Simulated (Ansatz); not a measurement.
## Ionic part of the dielectric constant of AlP at 20 GPa, mode by mode

Method: DFT PBEsol, scalar-relativistic, plane waves, PAW (Ansatz 0.2.0). Cutoff 420 eV, 10×10×10 k-points (Γ-centred), fixed occupations. No spin polarisation. Phonons by linear response, acoustic sum rule imposed.

The structure is cubic, space group F-43m (No. 216). Conventional cell: a = 5.178 Å, b = 5.178 Å, c = 5.178 Å, α = 90.00°, β = 90.00°, γ = 90.00°. Al (site symmetry -43m) has 4 P at 2.24 Å as nearest neighbours. P (site symmetry -43m) has 4 Al at 2.24 Å as nearest neighbours.

Other phases may be more stable at this pressure.

The primitive cell has V = 34.71 Å³ and ε∞,zz = 8.321. Each polar mode adds Δε = (4.92064×10⁷/V)·S/ν² along z, with S its oscillator strength in e²/amu, ν in cm⁻¹ and V in Å³.

**Question.** From these modes, find each Δε and ε0,zz.
```json
{"ν (cm⁻¹)": "527.6", "S_zz (e²/amu)": "0.3173"}
```

**Answer.**
```json
{"ν (cm⁻¹)": "527.6", "Δε": "1.62"}
```

The sum is 1.616, so ε0,zz = 9.94; the run's tensor has 9.94.

**Question.** Where do the longitudinal modes lie for a wave vector along z?

**Answer.** At 577 cm⁻¹. The Lyddane–Sachs–Teller product Π(ν_LO/ν_TO)² = 1.19 matches ε0/ε∞ = 1.19.

Cost: 1 run of about 1.2 core-minutes, on Intel Xeon Processor @ 2.50GHz (Skylake/Cascade Lake) (shared hosts).